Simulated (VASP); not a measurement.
**KF (Carobbiite) under changes of volume**

One of the cells (19.455 Å³/atom); the others are scaled copies at fixed shape and fractional positions:

```
K F
1.0
     0.00000    2.68954    2.68954
     2.68954    0.00000    2.68954
     2.68954    2.68954    0.00000
K F
1 1
Cartesian
  0.0000 0.0000 0.0000
  2.6895 2.6895 2.6895
```

* Program: VASP 6.6.1
* Functional: PBEsol
* Potentials or basis: VASP PAW PBE potentials, release 64 (K_sv, F)
* Cutoff: 520 eV
* k mesh: 9 × 9 × 9
* Occupations: fermi-dirac, width 0.05 eV
* Spin: no spin polarisation

| volume (Å³/atom) | energy over the lowest point (meV/atom) | pressure (GPa) | gap on the mesh (eV) |
| --- | --- | --- | --- |
| 17.929 | 4.74 | 1.6 | 6.35 |
| 18.311 | 1.44 | 0.8 | 6.24 |
| 18.692 | 0.00 | 0.0 | 6.13 |
| 19.455 | 1.93 | -1.2 | 5.93 |
| 19.837 | 4.96 | -1.7 | 5.84 |
| 20.218 | ? | ? | ? |

Problem. What does the run at 20.218 Å³/atom give?

Solution. Energy over the lowest point 9.09 meV/atom; pressure -2.2 GPa; gap on the mesh 5.75 eV.

Worked out: A Birch-Murnaghan fit of order 3 (a polynomial in V^(-2/3)) to the other rows has its minimum at 18.83 Å³/atom with B0 = V·E''(V) = 33 GPa and B' = 4.6. It gives 9.16 meV/atom at 20.218 Å³/atom, against the run's 9.09, and -dE/dV = -2.0 GPa, against -2.2. A straight line through the other rows of the gap, of slope -5.06 eV per unit of ln V (its deformation potential), extrapolates to 5.74 eV, against the run's 5.75.

Energies are extrapolated to zero smearing.

Caveats: the PAW data sets were made with another functional, which shifts forces and pressure a little; an odd mesh through Γ misses points on the zone boundary, where band edges often lie.
